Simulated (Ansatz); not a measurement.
**Ni: competing magnetic orders**

Aim: compare arrangements of the moments in a cell of Ni: parallel, none, and patterns of up and down. Methods of the runs shown: PAW and LAPW. Its runs: parallel moments (PAW and LAPW); no spin polarisation (PAW); moments start +- (PAW and LAPW).

This is Ni in the bcc structure; at room conditions it is fcc.

Computed with Ansatz 0.2.0 (DFT LDA, with the methods named in each step, unless a step's input says otherwise).

## 1. The structure to begin with

Symmetry: Im-3m, No. 229, cubic system. Conventional cell: a = 2.767 Å, b = 2.767 Å, c = 2.767 Å, α = 90.00°, β = 90.00°, γ = 90.00°. Ni (site symmetry m-3m) is surrounded by 8 Ni at 2.40 Å.

As a file:

```xyz
2
Lattice="0.0000 2.7674 0.0000 0.0000 0.0000 2.7674 2.7674 0.0000 0.0000" Properties=species:S:1:pos:R:3 pbc="T T T"
Ni    0.0000    0.0000    0.0000
Ni    1.3837    1.3837    1.3837
```

In patterns such as +-, the signs follow the magnetic atoms in the order of the input.

Atoms are numbered in the order of the input: Ni1, Ni2.

## 2. Parallel moments, PAW

The input, input.yaml:

```yaml
crystal:
  lattice:
    - [0.0, 2.76743094, 0.0]
    - [0.0, 0.0, 2.76743094]
    - [2.76743094, 0.0, 0.0]
  atoms:
    - { symbol: Ni, position: [0.0, 0.0, 0.0], spin: 1.5 }
    - { symbol: Ni, position: [0.5, 0.5, 0.5], spin: 1.5 }
magnetization:
  spin_polarized: true
kpoints:
  mp_grid: { grid: [11, 11, 11] }
scf:
  occupations: { method: fermi_dirac, width: 0.05 }
  lower_state_search: "off"
hamiltonian:
  xc: lda
  pseudopotentials: { kind: paw }
output:
  forces: true
  stress: true
  eigenvalues: true
  populations: true
```

Run with:

```bash
> ansatz run input.yaml --threads 1 --pin off --max-ram 3072MiB --backend cpu --events-out ev --progress --plain --runs-dir out
```

What it wrote (excerpt; [...] marks lines left out):

```text
[...]
Pseudopotentials: kind: paw
Pseudopotential: Ni, paw, valence charge 18, recommended cutoff 420 eV (normal)
Functional definition: SPW92
[...]
Crystal: 2 atoms, lattice volume = 21.195 Å³
Basis set: ecut = 420 eV, 437 PW (Γ)
Bands: 24, of which v1, the nominal top of the filled ones, is band 18 counted from 1 (17 counted from 0)
Symmetry: 96 space group operations
Space group: Im-3m (ITA 229), of the structure as read, at distance tolerance 2.8e-5 Å
Magnetic group: BNS 229.140 (UNI 1642), of the structure as read, at distance tolerance 2.8e-5 Å
k-points: 56 of 1331
[...]
Starting moments: Σ|m| = 3 μB on 2 of 2 sites
[...]
SCF iter   1: F=—  HF=-11546.232507 eV  |F-HF|=—  |Δ(HF+E_count)|=         —  Δρ=8.33e-2 (↑8.10e-2 ↓8.33e-2)  dr2=4.88e-3  dr2_m=1.30e0  M=1.503 μB ∫|m|=1.610 μB  β_m=0.30  ethr=1.36e-5  ⟨swp⟩=2.1  Hψ=14879  notcnv=0
[...]
spin-set hold released at iteration 8 (site moments contracting): the magnetisation degrees of freedom join the quasi-Newton model from the next iteration; the mixer history was flushed
[...]
SCF iter  14: F=-11546.520139 eV  HF=-11546.520139 eV  |F-HF|=3.05e-9  |Δ(HF+E_count)|=   2.35e-7  Δρ=6.46e-6 (↑6.46e-6 ↓4.02e-6)  dr2=4.89e-9  dr2_m=3.56e-9  M=1.033 μB ∫|m|=1.106 μB  ethr=2.78e-10  ⟨swp⟩=5.0  Hψ=11923  notcnv=0
[...]
SCF converged after 14 iterations
Magnetization: 1.0328 μB (18.5164 up, 17.4836 down)
Absolute magnetization: 1.1066 μB (∫|ρ↑−ρ↓|, with the PAW one-centre terms)
Spin contamination: 0.0057 ħ² per cell (⟨S²⟩ above its minimum at these occupations)
Per-site moments (μB) at R_I (Å): [(0.5336307170377076, 0.9886245176193575), (0.5336307170377076, 0.9886245176193575)]
Free energy (F): -11546.520139 eV
[...]
E sigma→0 (E₀):  -11546.505106 eV
Entropy (-TS):   -0.030065 eV (-15.033 meV/atom)
Fermi energy:    18.165904 eV
[...]
--- Forces (eV/Å), atoms counted from 1 ---
  atom   1  Ni     0.00000000    -0.00000000    -0.00000000
  atom   2  Ni     0.00000000     0.00000000    -0.00000000
[...]
--- Stress (GPa, compression-positive) ---
      -10.542675       0.000000       0.000000
        0.000000     -10.542675       0.000000
        0.000000      -0.000000     -10.542675
  P = ⅓ Tr σ = -10.5427 GPa (-105.427 kbar)
--- Band table (eV; the first three rows and the last of 112) ---
  k-point 0 ↑: bands = ["-84.3834", "-84.3071", "-45.2382", "-45.2382", "-45.2382", "-45.0503", "-45.0503", "-45.0503", "9.0178", "13.8331", "13.8331", "15.8499", "15.8499", "15.8499", "17.3152", "17.3152", "17.9956", "17.9956", "17.9956", "28.0036", "28.0036", "28.0036", "34.1029", "34.1029"]
[...]
--- Löwdin populations: 2 sites ---
  site symbol       q [e]    m [muB]
     0     Ni     17.7798     0.5320
     1     Ni     17.7798     0.5320
  spilling = 0.012234 (of n_electrons = 36.000000)
```

It took 9.7 s on 1 thread of AMD EPYC 7R43 (Zen 3), shared host; peak memory 0.35 GiB.

Result: total moment 1.03 μB; site moments Ni1 0.53, Ni2 0.53 μB; pressure -10.54 GPa; no gap.

## 3. Parallel moments, LAPW

input.yaml, as its differences from that of step 2:

```diff
@@ -17,3 +17,3 @@
   xc: lda
-  pseudopotentials: { kind: paw }
+  pseudopotentials: { kind: all_electron, lapw: { basis_error: 0.001 } }
 output:
```

Run with:

```bash
> ansatz run input.yaml --threads 1 --pin off --max-ram 3072MiB --backend cpu --events-out ev --progress --plain --runs-dir out
```

What it wrote:

```text
Ni: projections on atomic orbitals take those of the free atom 1s2 2s2 2p6 3s2 3p6 3d8 4s2, of charge +0.00 (hamiltonian.pseudopotentials.projection_atoms)
LAPW: plane waves up to 9.434 Å⁻¹, error target 1.0e-3 eV per atom; small_component_spin mean_spin; Ni in spheres of 1.198 Å, 18 of its electrons in bands, Dirac shells []
Engine: ansatz 0.2.0
Pseudopotentials: kind: all_electron
Pseudopotential: Ni, LAPW, valence charge 18, Koelling and Harmon's equation, gaussian nucleus
[... 1 set-up line as earlier in the session ...]
  exchange = slater_x
  correlation = pw_c
Crystal: 2 atoms, lattice volume = 21.195 Å³
Basis set: ecut = 339.1005168622164 eV, 305 PW (Γ), exchange–correlation at level 2
Bands: 24, of which v1, the nominal top of the filled ones, is band 18 counted from 1 (17 counted from 0)
[... 2 set-up lines as earlier in the session ...]
Magnetic group: BNS 229.140 (UNI 1642), of the structure as read, at distance tolerance 2.8e-5 Å
k-points: 56 of 1331
Non-local potential: Ni, projectors of the file, none
Initial density: superposition of atomic densities (chi_scale 0.1, normalization cell)
Starting moments: Σ|m| = 3 μB on 2 of 2 sites
Initial wavefunctions: plane waves of lowest kinetic energy (no species holds an atomic orbital)
Functional: x = slater, c = lda
iter 1 solved again at ethr=4.83e-6 eV; its pass at ethr=1.00e-1 eV (dr2=1.74e-3 eV) is discarded
SCF iter   1: F=—  HF=-82632.758648 eV  |F-HF|=—  |Δ(HF+E_count)|=         —  Δρ=4.04e-2 (↑3.91e-2 ↓4.04e-2)  dr2=1.64e-3  dr2_m=3.07e-1  M=1.470 μB ∫|m|=1.606 μB  β_m=0.30  ethr=4.83e-6  ⟨swp⟩=4.0  Hψ=21769  notcnv=0
preconditioner: auto → none  [metal: Δε(μ)=0.004 eV  Ē_g=11.798 eV  σ=0.050 eV  W_gap=0.02  n_scr=6 (ndim 8)  ℏωp=36.1 eV  f_vac=0.000  D(μ)=3.86/eV (n_scr^D=80)  sad-step TF]
SCF iter   2: F=—  HF=-82632.859108 eV  |F-HF|=—  |Δ(HF+E_count)|=   1.00e-1  Δρ=3.02e-2 (↑2.98e-2 ↓3.02e-2)  dr2=3.01e-4  dr2_m=1.75e-1  M=1.391 μB ∫|m|=1.534 μB  β_m=0.30  ethr=4.55e-6  ⟨swp⟩=3.0  Hψ=7821  notcnv=0
SCF iter   3: F=—  HF=-82632.918558 eV  |F-HF|=—  |Δ(HF+E_count)|=   5.94e-2  Δρ=2.24e-2 (↑2.19e-2 ↓2.24e-2)  dr2=2.62e-4  dr2_m=9.55e-2  M=1.350 μB ∫|m|=1.486 μB  β_m=0.30  ethr=8.36e-7  ⟨swp⟩=3.0  Hψ=7977  notcnv=0
iter 4 solved again at ethr=2.52e-8 eV; its pass at ethr=7.28e-7 eV (dr2=9.06e-6 eV) is discarded
SCF iter   4: F=—  HF=-82632.950982 eV  |F-HF|=—  |Δ(HF+E_count)|=   3.24e-2  Δρ=1.63e-2 (↑1.63e-2 ↓1.62e-2)  dr2=9.06e-6  dr2_m=5.13e-2  M=1.326 μB ∫|m|=1.454 μB  β_m=0.30  ethr=2.52e-8  ⟨swp⟩=2.0  Hψ=13383  notcnv=0
SCF iter   5: F=—  HF=-82632.969953 eV  |F-HF|=—  |Δ(HF+E_count)|=   1.90e-2  Δρ=1.24e-2 (↑1.22e-2 ↓1.24e-2)  dr2=2.03e-5  dr2_m=2.95e-2  M=1.293 μB ∫|m|=1.416 μB  β_m=0.30  ethr=2.52e-8  ⟨swp⟩=3.0  Hψ=8469  notcnv=0
SCF iter   6: F=—  HF=-82632.981109 eV  |F-HF|=—  |Δ(HF+E_count)|=   1.12e-2  Δρ=9.55e-3 (↑9.48e-3 ↓9.55e-3)  dr2=2.00e-6  dr2_m=1.76e-2  M=1.262 μB ∫|m|=1.381 μB  β_m=0.30  ethr=2.52e-8  ⟨swp⟩=3.0  Hψ=8504  notcnv=0
SCF iter   7: F=—  HF=-82632.988184 eV  |F-HF|=—  |Δ(HF+E_count)|=         —  Δρ=7.55e-3 (↑7.45e-3 ↓7.55e-3)  dr2=3.88e-6  dr2_m=1.09e-2  M=1.234 μB ∫|m|=1.348 μB  β_m=0.30  ethr=5.56e-9  ⟨swp⟩=3.0  Hψ=8526  notcnv=0
the basis was enlarged: its passes take 480.0 KiB over the memory plan, 2 of 2 planned eigensolver slots
SCF iter   8: F=—  HF=-82632.992649 eV  |F-HF|=—  |Δ(HF+E_count)|=   4.47e-3  Δρ=6.00e-3 (↑5.91e-3 ↓6.00e-3)  dr2=3.26e-6  dr2_m=6.88e-3  M=1.210 μB ∫|m|=1.321 μB  β_m=0.30  ethr=5.56e-9  ⟨swp⟩=3.0  Hψ=8519  notcnv=0
Mixer restart at iter 8: flushing history
spin-set hold released at iteration 8 (site moments contracting): the magnetisation degrees of freedom join the quasi-Newton model from the next iteration; the mixer history was flushed
SCF iter   9: F=—  HF=-82632.995556 eV  |F-HF|=—  |Δ(HF+E_count)|=   2.91e-3  Δρ=4.77e-3 (↑4.73e-3 ↓4.77e-3)  dr2=9.58e-7  dr2_m=4.38e-3  M=1.190 μB ∫|m|=1.297 μB  β_m=0.49  ethr=5.56e-9  ⟨swp⟩=3.0  Hψ=8491  notcnv=0
SCF iter  10: F=—  HF=-82633.001677 eV  |F-HF|=—  |Δ(HF+E_count)|=   6.12e-3  Δρ=1.71e-3 (↑1.23e-3 ↓1.71e-3)  dr2=6.60e-5  dr2_m=4.00e-4  M=1.112 μB ∫|m|=1.202 μB  β_m=0.45  ethr=2.66e-9  ⟨swp⟩=3.5  Hψ=9267  notcnv=0
SCF iter  11: F=—  HF=-82633.001964 eV  |F-HF|=—  |Δ(HF+E_count)|=   2.87e-4  Δρ=4.63e-4 (↑4.63e-4 ↓3.07e-4)  dr2=3.09e-6  dr2_m=2.86e-5  M=1.070 μB ∫|m|=1.156 μB  β_m=0.60  ethr=2.66e-9  ⟨swp⟩=3.5  Hψ=9112  notcnv=0
SCF iter  12: F=—  HF=-82633.002156 eV  |F-HF|=—  |Δ(HF+E_count)|=   1.92e-4  Δρ=1.70e-4 (↑1.70e-4 ↓1.58e-4)  dr2=1.76e-8  dr2_m=5.22e-6  M=1.048 μB ∫|m|=1.128 μB  β_m=0.80  ethr=2.66e-9  ⟨swp⟩=3.0  Hψ=8407  notcnv=0
SCF iter  13: F=—  HF=-82633.002235 eV  |F-HF|=—  |Δ(HF+E_count)|=   7.92e-5  Δρ=6.68e-5 (↑6.64e-5 ↓6.68e-5)  dr2=3.45e-9  dr2_m=8.59e-7  M=1.025 μB ∫|m|=1.098 μB  β_m=0.90  ethr=4.89e-11  ⟨swp⟩=4.0  Hψ=10528  notcnv=0
SCF iter  14: F=—  HF=-82633.002237 eV  |F-HF|=—  |Δ(HF+E_count)|=   1.69e-6  Δρ=2.77e-5 (↑2.77e-5 ↓2.75e-5)  dr2=1.27e-10  dr2_m=1.47e-7  M=1.027 μB ∫|m|=1.100 μB  β_m=0.95  ethr=9.58e-12  ⟨swp⟩=3.0  Hψ=8528  notcnv=0
SCF iter  15: F=—  HF=-82633.002237 eV  |F-HF|=—  |Δ(HF+E_count)|=   3.63e-7  Δρ=8.59e-6 (↑8.59e-6 ↓8.55e-6)  dr2=5.10e-12  dr2_m=1.43e-8  M=1.028 μB ∫|m|=1.102 μB  β_m=0.92  ethr=1.49e-12 (applied; sched 1.00e-12)  ⟨swp⟩=3.1  Hψ=8557  notcnv=0
iter 16 did not close the SCF: its close was put off for a magnetic moment that had not settled (scf_convergence_deferred on its scf_iter line)
SCF iter  16: F=-82633.002237 eV  HF=-82633.002237 eV  |F-HF|=1.27e-9  |Δ(HF+E_count)|=   3.49e-8  Δρ=2.83e-6 (↑2.83e-6 ↓2.81e-6)  dr2=2.14e-13  dr2_m=1.55e-9  M=1.028 μB ∫|m|=1.102 μB  β_m=0.96  ethr=1.44e-12 (applied; sched 1.00e-12)  ⟨swp⟩=3.0  Hψ=8447  notcnv=0
SCF iter  17: F=-82633.002237 eV  HF=-82633.002237 eV  |F-HF|=4.37e-11  |Δ(HF+E_count)|=   3.68e-9  Δρ=7.58e-7 (↑7.58e-7 ↓7.53e-7)  dr2=1.22e-14  dr2_m=1.11e-10  M=1.029 μB ∫|m|=1.102 μB  ethr=1.30e-12 (applied; sched 1.00e-12)  ⟨swp⟩=2.2  Hψ=7370  notcnv=0
SCF 1 converged in 17 iterations: F = -82633.002237 eV  dr2 = 1.22e-14
SCF converged after 17 iterations
Magnetization: 1.0286 μB (18.5143 up, 17.4857 down)
Absolute magnetization: 1.1022 μB (∫|ρ↑−ρ↓|)
Spin contamination: 0.0056 ħ² per cell (⟨S²⟩ above its minimum at these occupations)
Per-site moments (μB) at R_I (Å): [(0.5286933037026156, 1.198332730772969), (0.5286933037026156, 1.198332730772969)]
Free energy (F): -82633.002237 eV
Harris-Foulkes:  -82633.002237 eV  (|F-HF|=4.37e-11)
Internal energy: -82632.972260 eV  (E = F + TS)
E sigma→0 (E₀):  -82632.987249 eV
Entropy (-TS):   -0.029977 eV (-14.989 meV/atom)
Fermi energy:    18.297083 eV
--- Per-component energies (eV) ---
  E_band       = -549.885642
  E_kinetic    = 83916.766644
  E_xc         = -3326.688820
  E_electrostatic = -163223.050084  (all electrons and nuclei)
  E_smearing   = -0.029977  (= −TS)
  E_closure    = 0.000000  (closes the sum)
  E_atoms      = -82616.701191  (free atoms, spherical and without spin; not in F)
  Σ components = -82633.002237   (vs F -82633.002237, Δ=0.00e0)
  Basis errors (estimates in eV, not in F): energy 2.8e-4 per atom: plane waves 2.5e-4 (1.3e-4 summed), levels above the bands 1.8e-94, relativity 4.2e-9, radial functions 3.8e-5, core shells 7.0e-10; eigenvalues (radial functions only) 3.0e-7; not estimated: angular momenta, meshes, grids; target (lapw.basis_error) 1.0e-3; muffin-tin radii Ni 1.198 Å
--- Forces (eV/Å), atoms counted from 1 ---
  atom   1  Ni    -0.00000000     0.00000000     0.00000000
  atom   2  Ni    -0.00000000     0.00000000     0.00000000
  max |Σ_I F_I| component: 8.15e-30 eV/Å
--- Stress (GPa, compression-positive) ---
      -10.618886       0.000000       0.000000
        0.000000     -10.618886       0.000000
        0.000000       0.000000     -10.618886
  P = ⅓ Tr σ = -10.6189 GPa (-106.189 kbar)
--- Band table (eV; the first three rows and the last of 112) ---
  k-point 0 ↑: bands = ["-84.2453", "-84.1685", "-45.1015", "-45.1015", "-45.1015", "-44.9133", "-44.9133", "-44.9133", "9.1559", "13.9659", "13.9659", "15.9830", "15.9830", "15.9830", "17.4495", "17.4495", "18.1297", "18.1297", "18.1297", "28.1086", "28.1086", "28.1086", "34.2481", "34.2481"]
  k-point 1 ↑: bands = ["-84.2435", "-84.1699", "-45.1006", "-45.0975", "-45.0975", "-44.9200", "-44.9169", "-44.9169", "9.3306", "14.0244", "14.0359", "15.9818", "15.9818", "16.0253", "17.3813", "17.4761", "18.0037", "18.0037", "18.0852", "26.8787", "28.4230", "28.4230", "34.3090", "35.1034"]
  k-point 2 ↑: bands = ["-84.2384", "-84.1739", "-45.0972", "-45.0858", "-45.0858", "-44.9390", "-44.9275", "-44.9275", "9.8453", "14.1710", "14.2409", "15.9858", "15.9858", "16.1490", "17.1808", "17.5510", "17.6780", "17.6780", "17.9555", "24.5549", "29.3107", "29.3107", "34.4975", "36.0273"]
  k-point 55 ↓: bands = ["-83.5643", "-83.5641", "-44.4601", "-44.4424", "-44.4424", "-44.4052", "-44.4052", "-44.3875", "15.3042", "15.4293", "15.4293", "15.5864", "15.5864", "15.5934", "18.1279", "18.1279", "18.1280", "18.1280", "24.8007", "26.0656", "26.0656", "27.5973", "27.9375", "27.9375"]
--- Löwdin populations: 2 sites ---
  site symbol       q [e]    m [muB]
     0     Ni     27.7803     0.5302
     1     Ni     27.7803     0.5302
  spilling = 0.007848 (of n_electrons = 56.000000)
```

Wall time 44 s (1 thread of AMD EPYC 7R43 (Zen 3), shared host); peak memory 0.47 GiB.

In short: total moment 1.03 μB; site moments Ni1 0.53, Ni2 0.53 μB; pressure -10.62 GPa; no gap.

## 4. No spin polarisation, PAW

The input, input.yaml:

```yaml
crystal:
  lattice:
    - [0.0, 2.76743094, 0.0]
    - [0.0, 0.0, 2.76743094]
    - [2.76743094, 0.0, 0.0]
  atoms:
    - { symbol: Ni, position: [0.0, 0.0, 0.0] }
    - { symbol: Ni, position: [0.5, 0.5, 0.5] }
kpoints:
  mp_grid: { grid: [11, 11, 11] }
scf:
  occupations: { method: fermi_dirac, width: 0.05 }
  lower_state_search: "off"
hamiltonian:
  xc: lda
  pseudopotentials: { kind: paw }
output:
  forces: true
  stress: true
  eigenvalues: true
```

Run with:

```bash
> ansatz run input.yaml --threads 1 --pin off --max-ram 3072MiB --backend cpu --events-out ev --progress --plain --runs-dir out
```

What it wrote (excerpt; [...] marks lines left out):

```text
[...]
[... 3 set-up lines as earlier in the session ...]
[...]
Crystal: 2 atoms, lattice volume = 21.195 Å³
Basis set: ecut = 420 eV, 437 PW (Γ)
Bands: 22, of which v1, the nominal top of the filled ones, is band 18 counted from 1 (17 counted from 0)
[... 2 set-up lines as earlier in the session ...]
k-points: 56 of 1331
[...]
SCF iter   1: F=—  HF=-11546.524137 eV  |F-HF|=—  |Δ(HF+E_count)|=         —  Δρ=2.75e-2  dr2=7.23e-2  ethr=1.77e-3  ⟨swp⟩=4.8  Hψ=4540  notcnv=0
[...]
SCF iter   6: F=-11546.509866 eV  HF=-11546.509866 eV  |F-HF|=4.37e-11  |Δ(HF+E_count)|=   8.75e-9  Δρ=1.07e-6  dr2=1.41e-10  ethr=2.55e-10  ⟨swp⟩=3.4  Hψ=4997  notcnv=0
[...]
SCF converged after 6 iterations
Free energy (F): -11546.509866 eV
[...]
E sigma→0 (E₀):  -11546.493419 eV
Entropy (-TS):   -0.032896 eV (-16.448 meV/atom)
Fermi energy:    18.118042 eV
[...]
--- Forces (eV/Å), atoms counted from 1 ---
  atom   1  Ni     0.00000000    -0.00000000     0.00000000
  atom   2  Ni     0.00000000    -0.00000000     0.00000000
[...]
--- Stress (GPa, compression-positive) ---
      -12.046714      -0.000000       0.000000
       -0.000000     -12.046714       0.000000
        0.000000       0.000000     -12.046714
  P = ⅓ Tr σ = -12.0467 GPa (-120.467 kbar)
--- Band table (eV; the first three rows and the last of 56) ---
  k-point 0: bands = ["-84.0679", "-83.9909", "-44.9335", "-44.9335", "-44.9335", "-44.7435", "-44.7435", "-44.7435", "9.0408", "14.0057", "14.0057", "16.1197", "16.1197", "16.1197", "17.5606", "17.5606", "18.3003", "18.3003", "18.3003", "28.0404", "28.0404", "28.0404"]
[...]
```

Wall time 2.2 s (1 thread of AMD EPYC 7R43 (Zen 3), shared host); peak memory 0.35 GiB.

In short: pressure -12.05 GPa; no gap.

(Part 1 of 2 ends here.)
